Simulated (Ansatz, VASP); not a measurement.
## GaP2 in VASP and in Ansatz

```
Ga P
1.0
     0.00000    3.06691    3.06691
     3.06691    0.00000    3.06691
     3.06691    3.06691    0.00000
Ga P
1 2
Direct
  0.50000 0.50000 0.50000
  0.25000 0.25000 0.25000
  0.00000 0.00000 0.00000
```

Alike in both runs: functional PBE; k mesh 4 × 4 × 4; occupations gaussian, width 0.1 eV; no spin polarisation.

Ansatz relaxed the structure, and its values are those at the end. VASP's run is a single point on that final structure, the one shown.

|  | VASP | Ansatz |
| --- | --- | --- |
| version | VASP 6.6.1 | Ansatz 0.2.0 |
| potentials or method | VASP PAW PBE potentials, release 64 (Ga_d, P) | scalar-relativistic, plane waves, PAW |
| plane-wave cutoff (eV) | 520 | 420 |
| valence electrons in the cell | 23 | 23 |

|  | VASP | Ansatz | Ansatz less VASP |
| --- | --- | --- | --- |
| gap on the k mesh at the Fermi level (eV) | none | none | - |
| pressure (GPa) | -0.1 | -0.2 | -0.01 |

A gap of «none» marks a metal or a gap that the smearing closes. With one functional, cell and mesh, what is left measures potentials, basis and numerics.

Caveats: the k mesh is coarse (spacing up to 0.44 Å⁻¹), so the values aren't converged.
